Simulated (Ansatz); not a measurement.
SnO2:

```xyz
6
Lattice="-2.0001 2.0001 5.1237 2.0001 -2.0001 5.1237 2.0001 2.0001 -5.1237" Properties=species:S:1:pos:R:3 pbc="T T T"
Sn    0.0000    0.0000    0.0000
Sn    0.0000    2.0001    2.5618
O     0.0000    2.0001    0.4767
O     0.0000    0.0000    2.0851
O     0.0000    2.0001    4.6469
O     0.0000    0.0000    8.1623
```

Measurements of this composition are mostly on another form, of space group No. 136.

Base run:

| Property | Result |
| --- | --- |
| Program | Ansatz 0.2.0 |
| Functional | LDA |
| Potentials or basis | Ansatz PAW |
| Cutoff | 420 eV |
| Density cutoff | 1680 eV |
| k mesh | 9 × 9 × 9 |
| Occupations | fermi-dirac, width 0.05 eV |
| Spin | no spin polarisation |

Its results: band gap on the k mesh 1.49 eV, indirect (least direct gap 1.88 eV); pressure -3.9 GPa; largest force 0.192 eV/Å.

Q: The run is repeated on the same cell with these changes: functional from LDA to r2SCAN; cutoff from 420 eV to 500 eV; density cutoff from 1680 eV to 2000 eV. What comes out?

A: Band gap on the k mesh 2.28 eV, indirect (least direct gap 2.68 eV); pressure -0.9 GPa; largest force 0.051 eV/Å.

r2SCAN gives the wider gap, since meta-GGAs in the generalised Kohn-Sham scheme recover part of the derivative discontinuity.

Caveats: spin-orbit coupling is left out, which moves the levels of the heavy elements; the PAW data sets come from PBE, with cores solved anew for the run's functional, which leaves a small shift of forces and pressure.

Not every run made on this cell is shown here.
